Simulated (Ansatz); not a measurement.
# CaF2: how the settings move a single-point run

Question: which choices in the input matter for CaF2?

Program: Ansatz 0.2.0. Level of theory: reference: DFT, PBE, plane waves, PAW. These are calculated values, not measurements.

6 further runs of the same task are left out: 1 for a known fault of the program, 5 that didn't finish.

## (1) The structure to begin with

It takes space group Fm-3m (No. 225, cubic). Conventional cell: a = 5.439 Å, b = 5.439 Å, c = 5.439 Å, α = 90.00°, β = 90.00°, γ = 90.00°. Ca (site symmetry m-3m) is surrounded by 8 F at 2.36 Å. F (site symmetry -43m) is surrounded by 4 Ca at 2.36 Å.

Structure file:

```cif
data_structure
_symmetry_space_group_name_H-M 'Fm-3m'
_symmetry_Int_Tables_number 225
_cell_length_a 5.4392
_cell_length_b 5.4392
_cell_length_c 5.4392
_cell_angle_alpha 90.000
_cell_angle_beta 90.000
_cell_angle_gamma 90.000
_cell_volume 160.92
loop_
_atom_site_label
_atom_site_type_symbol
_atom_site_symmetry_multiplicity
_atom_site_Wyckoff_symbol
_atom_site_fract_x
_atom_site_fract_y
_atom_site_fract_z
_atom_site_occupancy
Ca1 Ca 4 a 0.00000 0.00000 0.00000 1
F1 F 8 c 0.25000 0.75000 0.75000 1
```

## (2) Reference

input.yaml reads:

```yaml
crystal:
  lattice:
    - [0.0, 2.7195929736, 2.7195929736]
    - [2.7195929736, 0.0, 2.7195929736]
    - [2.7195929736, 2.7195929736, 0.0]
  atoms:
    - { symbol: Ca, position: [0.0, 0.0, 0.0] }
    - { symbol: F, position: [0.25, 0.25, 0.25] }
    - { symbol: F, position: [0.75, 0.75, 0.75] }
kpoints:
  mp_grid: { grid: [6, 6, 6] }
hamiltonian:
  xc: pbe
scf:
  occupations: { method: fixed }
  n_extra_bands: 4
output:
  forces: true
  stress: true
  eigenvalues: true
```

Launch:

```console
ansatz run input.yaml --threads 4 --pin off --max-ram 3686MiB --backend cpu --events-out ev --progress --plain --runs-dir out
```

## (3) Changing settings: ecutwfc 900

input.yaml: that of step 2 with these lines changed.

```diff
@@ -20 +20,3 @@
   eigenvalues: true
+basis:
+  ecutwfc: 900
```

## (4) Changing settings: xc pbesol

input.yaml: that of step 2 with these lines changed.

```diff
@@ -12,3 +12,3 @@
 hamiltonian:
-  xc: pbe
+  xc: pbesol
 scf:
```

## (5) Variant: xc mr2scan

input.yaml: that of step 2 with these lines changed.

```diff
@@ -12,3 +12,3 @@
 hamiltonian:
-  xc: pbe
+  xc: mr2scan
 scf:
```

What does the calculation give? Wanted: for each run, ending; energy change; pressure; gap; force.

**Answer**, as computed:

```csv
run,ending,energy change,pressure (GPa),gap (eV),force (eV/Å),cycles,time
reference,converged,0,3.3,7.38,0.00,7,0.84 s
1: ecutwfc 900,converged,-4.4 meV/atom,3.3,7.37,0.00,7,1.5 s
2: xc pbesol,converged,not comparable,-0.9,7.19,0.00,6,0.92 s
3: xc mr2scan,converged,not comparable,0.0,8.03,0.00,6,1.7 s
```

Residual by cycle in the longest SCF loop of each run; runs are numbered as in the table. The quantity is the density residual dr2, in eV.

```csv
cycle,reference,run 1,run 2,run 3
1,2.8e-4,3.6e-4,0.0471,0.0399
2,4.6e-4,5.2e-4,0.00799,0.00499
3,5.2e-5,4.7e-5,1.7e-4,5.0e-4
4,5.8e-7,1.0e-5,7.3e-6,1.8e-5
5,3.4e-7,3.4e-6,6.0e-7,1.5e-7
6,1.2e-7,7.1e-7,8.8e-9,5.2e-10
7,2.2e-8,1.9e-8,-,-
```

«ecutwfc 900» moves the energy by -4.4 meV/atom. The pressure spans -0.9 to 3.3 GPa over the reference and the converged variants. The gap spans 7.19 to 8.03 eV over the reference and the converged variants.
